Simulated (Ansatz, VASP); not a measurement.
## HfN in VASP and in Ansatz

The input INCAR:

```
SYSTEM = HfN
ALGO     = Normal         ! electronic algorithm
EDIFF    = 1E-7           ! SCF threshold, eV
ENCUT    = 520            ! plane-wave cutoff, eV
GGA      = PE             ! functional
ISIF     = 2              ! what is computed and relaxed
ISMEAR   = -1             ! smearing method
LASPH    = .TRUE.         ! aspherical terms in the spheres
LCHARG   = .FALSE.        ! write CHGCAR
LREAL    = .FALSE.        ! projectors in reciprocal space
LWAVE    = .FALSE.        ! write WAVECAR
NBANDS   = 23             ! bands
NELM     = 100            ! most SCF steps
PREC     = Accurate       ! precision mode
SIGMA    = 0.05           ! smearing width, eV
```

File KPOINTS:

```
k-points
0
G
  8 8 4
  0 0 0
```

Contents of POSCAR:

```
HfN
1.0
    3.0915526998      0.0000000000      0.0000000000
   -1.5457763499      2.6773632332      0.0000000000
    0.0000000000      0.0000000000      5.3435594582
Hf N
2 2
Direct
    0.6666666667      0.3333333333      0.7500000000
    0.3333333333      0.6666666667      0.2500000000
    0.0000000000      0.0000000000      0.0000000000
    0.0000000000      0.0000000000      0.5000000000
```

Input for Ansatz:

```yaml
crystal:
  lattice:
    - [3.091552699776342, 0.0, 0.0]
    - [-1.545776349888171, 2.6773632332256665, 0.0]
    - [0.0, 0.0, 5.343559458178765]
  atoms:
    - { symbol: Hf, position: [0.6666666666666666, 0.3333333333333333, 0.75] }
    - { symbol: Hf, position: [0.3333333333333333, 0.6666666666666666, 0.25] }
    - { symbol: "N", position: [0.0, 0.0, 0.0] }
    - { symbol: "N", position: [0.0, 0.0, 0.5] }
basis:
  ecutwfc: 557.833418042754
kpoints:
  mp_grid:
    grid: [8, 8, 4]
hamiltonian:
  xc: pbe
scf:
  convergence:
    dr2_threshold: 1.0e-08
  occupations:
    method: fermi_dirac
    width: 0.05
output:
  stress: true
```

The cell comes from a database or a generator and needn't be the stable form of this composition.

Alike in both runs: task single point; functional PBE; k mesh 8 × 8 × 4; occupations fermi-dirac, width 0.05 eV; no spin polarisation.

|  | VASP | Ansatz |
| --- | --- | --- |
| version | VASP 6.6.1 | Ansatz 0.2.0 |
| potentials or method | VASP PAW PBE potentials, release 64 (Hf_pv, N) | plane waves, PAW |
| plane-wave cutoff (eV) | 520 | 558 |
| valence electrons in the cell | 30 | 62 |

Ansatz gave:

```
pressure (GPa)                                  : 18.9
largest component of the traceless stress (GPa) : 0.11
```

**Question.** What did VASP give for the same quantities?

**Answer.** Pressure (GPa): 16.6; largest component of the traceless stress (GPa): 0.07.

The functional is the same, so the differences come from potentials, cutoffs and numerics. The two sets of potentials don't hold the same shells in valence. Ansatz warned: «stress_scf_threshold_loose».

Caveats: so large a pressure means that the cell lies far from this level's equilibrium, or that cutoff or potentials fall short (VASP). The runs have no spin-orbit coupling, so splittings on Hf are missing.
